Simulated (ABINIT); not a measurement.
Crystal: KBr.

```xyz
2
Lattice="4.0435 0.0000 0.0000 0.0000 4.0435 0.0000 0.0000 0.0000 4.0435" Properties=species:S:1:pos:R:3 pbc="T T T"
Br    2.0217    2.0217    2.0217
K     0.0000    0.0000    0.0000
```

Measurements of this composition are mostly on another form, of space group No. 225.

* Program: ABINIT 10.8.3 (patched build)
* Task: single point
* Functional: PBE
* Potentials or basis: JTH PAW PBE v2.0
* Cutoff: 435 eV
* k mesh: 7 × 7 × 7
* Occupations: fermi-dirac, width 0.05 eV
* Spin: no spin polarisation

On this cell: pressure -0.1 GPa; largest force zero by symmetry; band gap on the k mesh 3.89 eV, indirect (least direct gap 4.12 eV).

The same run follows on a disturbed copy (atoms moved at random, drawn with an rms of 0.05 Å):

```
Br K
1.0
     4.04350    0.00000    0.00000
     0.00000    4.04350    0.00000
     0.00000    0.00000    4.04350
Br K
1 1
Direct
  0.50038 0.49474 0.50228
  0.99884 0.99978 0.97651
```

Problem. What changes?

Solution. The energy moves by +1.5 meV/atom; pressure 0.0 GPa; largest force 0.058 eV/Å; band gap on the k mesh 3.89 eV, indirect (least direct gap 4.13 eV).

Forces in eV/Å, atoms in the order of the input:
```
Br  -0.003  0.011 -0.057
K    0.003 -0.011  0.057
```

Caveats: an odd mesh through Γ misses points on the zone boundary, where band edges often lie.
